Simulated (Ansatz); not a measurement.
Runs of Ansatz 0.2.0 on BAs. Symmetry: Pmmm, No. 47, orthorhombic system. Conventional cell: a = 2.128 Å, b = 3.174 Å, c = 4.951 Å, α = 90.00°, β = 90.00°, γ = 90.00°. Around B (site symmetry mmm) lie 2 B at 2.13 Å. As (site symmetry mmm) is surrounded by 2 As at 2.13 Å. The cell was built by a generator and needn't be a form met in nature.

```tsv
task	level	spin	cell	k mesh	points for each segment of the path	gap on the mesh (eV)	pressure (GPa)	relaxed volume (Å³/atom)
single point	PBE0	SOC, no magnetisation	as given	5 × 4 × 3	-	none	3.5	-
single point	PBEsol0	off	as given	6 × 4 × 3	-	none	(c)	-
single point	B3LYP	off	as given	6 × 4 × 3	-	none	(b)	-
band structure	HSE06	off	as given	6 × 4 × 3	4	none	(a)	-
relaxation of cell and atoms	B3LYP	off	relaxed	6 × 4 × 3	-	none	0.0	14.60
single point	HSE06	SOC, no magnetisation	as given	5 × 4 × 3	-	none	3.8	-
relaxation of cell and atoms	PBEsol0	off	relaxed	6 × 4 × 3	-	none	0.0	12.23
band structure	HSE03	off	as given	6 × 4 × 3	4	none	6.5	-
```

Alike in all rows: potentials or basis Ansatz PAW; cutoff (eV) 420; smearing fermi-dirac 0.05 eV; the mesh is coarse, so values aren't converged.

Question: Estimate the missing entries.

Answer: (a) 6.3; (b) 11.3; (c) 4.1.

Caveats: all runs use coarse meshes; the PAW data sets come from PBE, with cores solved anew for the run's functional, which leaves a small shift of forces and pressure; the thresholds are loose for stress (some runs); this functional lacks dispersion, which binds the layers, so the pressure and a relaxed spacing across them are unreliable (some runs); the plane-wave basis is chosen anew once the cell has moved, so the energies of steps on either side of that aren't comparable (some runs); the volume moved by over 15 % at a fixed basis, so the end points are rough (some runs).

A k mesh can miss the band edges, and rows without SOC leave out spin-orbit coupling on As.

A gap of «none» marks a metal or a gap under the smearing width.
